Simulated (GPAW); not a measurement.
Wanted: an ASE script for a GPAW 26.7.0 run.

```
Task                : relaxation of cell and atoms
Functional          : PBEsol
Dispersion          : D3(BJ)+ATM
Potentials or basis : PAW data sets generated in the run's folder for this functional
Cutoff              : 600 eV
Basis               : pw
k mesh              : 5 × 5 × 4
Occupations         : fermi-dirac, width 0.05 eV
Spin                : no spin polarisation
Maxiter             : 150
Optimizer           : BFGS
Fmax                : 0.02 eV/Å
Max steps           : 60
Convergence         : density=1e-05 forces=0.0001
```

Crystal: TiSe.

```
Se Ti
1.0
     4.17836    0.00000    0.00000
     0.00000    4.17836    0.00000
     0.00000    0.00000    5.98442
Se Ti
2 2
Direct
  0.00000 0.50000 0.76056
  0.50000 0.00000 0.23944
  0.00000 0.00000 0.00000
  0.50000 0.50000 0.00000
```

The cell comes from a database or a generator and needn't be the stable form of this composition.

The input as run:

run.py

```python
from ase import Atoms
from ase.calculators.mixing import SumCalculator
from ase.filters import FrechetCellFilter
from ase.io import write
from ase.optimize import BFGS
from dftd3.ase import DFTD3
from gpaw import GPAW, PW, setup_paths

setup_paths.insert(0, '.')

atoms = Atoms(['Se', 'Se', 'Ti', 'Ti'],
              cell=[[4.178357, 0.0, 0.0],
                    [0.0, 4.178357, 0.0],
                    [0.0, 0.0, 5.984423]],
              scaled_positions=[[0.0, 0.5, 0.760556],
                                [0.5, 0.0, 0.239444],
                                [0.0, 0.0, 0.0],
                                [0.5, 0.5, 0.0]],
              pbc=True)

calc = GPAW(mode=PW(600),
            xc='PBEsol',
            kpts={'size': (5, 5, 4), 'gamma': True},
            occupations={'name': 'fermi-dirac', 'width': 0.05},
            nbands=34,
            convergence={'density': 1e-05, 'forces': 0.0001},
            maxiter=150,
            txt='gpaw.txt')
atoms.calc = SumCalculator([calc, DFTD3(damping='d3bj', params_tweaks=dict(method='pbesol', atm=True))])
opt = BFGS(FrechetCellFilter(atoms), trajectory='relax.traj', logfile='-')
done = opt.run(fmax=0.02, steps=60)
calc.write('gs.gpw')
write('result.traj', atoms)
print('Converged:', done)
print('Cell:', atoms.cell.cellpar().round(4))
print('Volume:', round(atoms.get_volume(), 4))
print(atoms.get_scaled_positions().round(5))
```

Potentials or basis: PAW data sets generated in the run's folder for this functional, pw.

Command:

```console
$ gpaw-setup -f PBEsol Se Ti
$ OMP_NUM_THREADS=1 python run.py
```

Results of the run:

* Relaxed volume: 19.81 Å³/atom
* Relaxed cell: a = 4.086 Å, b = 4.086 Å, c = 4.746 Å, α = 90.00°, β = 90.00°, γ = 90.00°
* Space group after relaxing (to 0.05 Å): P4/nmm (No. 129)
* Energy gained by relaxing: 88.2 meV/atom
* Ionic steps: 12
* Pressure after relaxing: -0.1 GPa
* Largest force after relaxing: 0.022 eV/Å
* Band gap on the k mesh: none (metal or under the smearing width)
* Dispersion energy per atom: -0.418 eV

Caveat: later steps reuse the first step's grids; the volume moved by over 15 % at a fixed basis, so the end points are rough.

Run time: 2.8 min on 1 thread of AMD EPYC 9R45 96-Core Processor (Zen 5), with other jobs on the host, peak memory 0.3 GiB.
